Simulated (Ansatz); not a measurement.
# AgCl under compression and expansion

```
Ag Cl
1.0
     1.87091   -5.55660    0.00000
     1.87091    5.55660    0.00000
     0.00000    0.00000    3.92404
Ag Cl
2 2
Direct
  0.39656 0.60344 0.75000
  0.60344 0.39656 0.25000
  0.86545 0.13455 0.25000
  0.13455 0.86545 0.75000
```

The cell is the one relaxed in the Materials Project (mp-570858), not relaxed further here; entries there can be hypothetical.

Levels of theory: DFT, PBEsol, all-electron LAPW, scalar-relativistic (Ansatz 0.2.0); DFT, PBEsol, PAW with Ansatz's default frozen-core files, scalar-relativistic (Ansatz 0.2.0).

For LAPW: a Γ-centred 9×9×8 k mesh, Fermi–Dirac smearing of 0.03 eV, basis error target 1 meV/atom, no spin polarisation. PAW takes a cutoff of 420 eV at this cell (files made with PBE, cores remade for this functional). The Ansatz runs share mesh, smearing and spin set-up. Plane-wave (PAW) pressures include the program's estimate of the Pulay term.

The cell above is scaled evenly, with fractional coordinates and shape held.

```json
{"V/V(cell)": "0.9400", "V (Å³/atom)": "19.173", "P, LAPW (GPa)": "0.58", "P, PAW (GPa)": "0.57", "gap on the k mesh, LAPW (eV)": "0.34", "free energy over the lowest listed, PAW (meV/atom)": "0.0"}
{"V/V(cell)": "0.9800", "V (Å³/atom)": "19.989", "P, LAPW (GPa)": "-1.88", "P, PAW (GPa)": "-1.89", "gap on the k mesh, LAPW (eV)": "0.34", "free energy over the lowest listed, PAW (meV/atom)": "3.6"}
{"V/V(cell)": "1.0000", "V (Å³/atom)": "20.397", "P, LAPW (GPa)": "-2.88", "P, PAW (GPa)": "-2.89", "gap on the k mesh, LAPW (eV)": "0.34", "free energy over the lowest listed, PAW (meV/atom)": "9.8"}
{"V/V(cell)": "1.0100", "V (Å³/atom)": "20.601", "P, LAPW (GPa)": "-3.34", "P, PAW (GPa)": "-3.34", "gap on the k mesh, LAPW (eV)": "0.34", "free energy over the lowest listed, PAW (meV/atom)": "13.7"}
{"V/V(cell)": "1.0400", "V (Å³/atom)": "21.213", "P, LAPW (GPa)": "?", "P, PAW (GPa)": "?", "gap on the k mesh, LAPW (eV)": "?", "free energy over the lowest listed, PAW (meV/atom)": "?"}
```

Fill in the row V/V(cell) = 1.0400.

P, LAPW (GPa) = -4.52, P, PAW (GPa) = -4.52, gap on the k mesh, LAPW (eV) = 0.34, free energy over the lowest listed, PAW (meV/atom) = 28.8.

What do Birch–Murnaghan fits to the pressures give?

LAPW: V0 = 19.35 Å³/atom, B0 = 63 GPa, B0′ = 5.4; PAW: V0 = 19.34 Å³/atom, B0 = 63 GPa, B0′ = 5.4.

PAW's V0 lies -0.01 % from the all-electron value and its B0 0.0 %. With shape and internal coordinates held, B0 is an upper bound to the relaxed modulus.
